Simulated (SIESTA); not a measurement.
TiB2 in SIESTA: convergence with Tolerance

The system is TiB2.

```xyz
3
Lattice="3.0292 0.0000 0.0000 -1.5146 2.6234 0.0000 0.0000 0.0000 3.2284" Properties=species:S:1:pos:R:3 pbc="T T T"
Ti    0.0109   -0.0365   -0.0493
B     1.5136    0.8224    1.6230
B    -0.0053    1.7485    1.5951
```

The cell isn't the ideal one: atoms moved at random, drawn with an rms of 0.05 Å.

```yaml
Program: SIESTA 5.4.2
Task: single point
Functional: LDA
Potentials_or_basis: PseudoDojo 0.4 standard (LDA files)
Basis: DZP (energy shift 0.003 Ry; two zetas on semicore shells)
Grid_cutoff: 800 Ry
Energy_shift: 0.003 Ry
k_mesh: 8 × 8 × 6
Occupations: fermi-dirac, width 0.05 eV
Spin: no spin polarisation
```

These are the settings of the first run; the series varies Tolerance, with any setting tied to it.

Hardware: 1 thread of Intel(R) Xeon(R) 6975P-C (Granite Rapids), with other jobs on the host.

Q: The values tried are 0.1, 0.01, 0.001, 0.0001, 1e-05, 1e-06, loosest first. From which on does the pressure stay within 0.1 GPa of the tightest run that finished?

A: From 0.01 on.

```tsv
Tolerance	energy less the tightest run, at zero smearing (meV/atom)	pressure (GPa)	largest force (eV/Å)	SCF cycles	CPU time (s)	peak memory (GiB)
0.1	2.13	-8.67	1.025	3	64	0.42
0.01	0.02	-7.92	1.011	6	87	0.43
0.001	0.00	-7.96	1.012	7	95	0.43
0.0001	0.00	-7.97	1.012	9	110	0.43
1e-05	0.00	-7.97	1.012	11	130	0.43
1e-06	0.00	-7.97	1.012	12	130	0.43
```

Against the tightest run, the energy stays within 1 meV/atom from 0.01 on; the largest force stays within 0.005 eV/Å from 0.01 on. The tightest run that finished is the yardstick and may itself not be fully converged.

Caveat, for the tightest run too: the basis of atomic orbitals isn't converged, which shifts pressures, moduli and gaps.
